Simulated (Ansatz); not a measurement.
A surface is cut from this relaxed crystal of MoP:

```cif
data_structure
_symmetry_space_group_name_H-M 'P 1'
_symmetry_Int_Tables_number 1
_cell_length_a 3.2410
_cell_length_b 3.2410
_cell_length_c 3.1952
_cell_angle_alpha 90.000
_cell_angle_beta 90.000
_cell_angle_gamma 120.000
_cell_volume 29.07
loop_
_atom_site_label
_atom_site_type_symbol
_atom_site_fract_x
_atom_site_fract_y
_atom_site_fract_z
_atom_site_occupancy
Mo1 Mo 0.00000 0.00000 0.00000 1
P1 P 0.33333 0.66667 0.50000 1
```

Miller indices refer to the conventional cell of P-6m2 (No. 187), a = 3.241 Å, b = 3.241 Å, c = 3.195 Å, α = 90.00°, β = 90.00°, γ = 120.00°.

The (110) slab of 7 planes, 9.7 Å thick with 15 Å of vacuum as cut; outer planes MoP (top) and MoP (bottom).

Theory: DFT PBE, scalar-relativistic, plane waves, PAW in Ansatz. Settings: cutoff 420 eV, Γ-centred mesh 11×6×1 on the computed 14-atom cell, Gaussian smearing of 0.10 eV; no spin polarisation. A dipole correction removes the field between periodic images along c.

With the atoms at the bulk's places:

```yaml
Surface_energy_mean_of_both_faces: 2.65 J/m²
Work_function: 4.18 eV
```

Q: What changes when all atoms relax within this surface cell and its symmetry?

A: The energy falls by 0.269 J/m² a face, and the largest move is 0.30 Å.

For the relaxed slab, the surface energy (mean of both faces) is 2.39 J/m² and the work function is 4.58 eV.

| plane (bottom to top) | atoms | spacing to next, bulk (Å) | relaxed (Å) | change (%) | rumpling (Å) |
| --- | --- | --- | --- | --- | --- |
| 1 | MoP | 1.621 | 1.557 | -3.9 | 0.402 |
| 2 | MoP | 1.621 | 1.616 | -0.3 | 0.038 |
| 3 | MoP | 1.621 | 1.629 | +0.5 | 0.010 |
| 4 | MoP | 1.621 | 1.629 | +0.5 | 0.000 |
| 5 | MoP | 1.621 | 1.616 | -0.3 | 0.010 |
| 6 | MoP | 1.621 | 1.557 | -3.9 | 0.038 |
| 7 | MoP |  |  |  | 0.402 |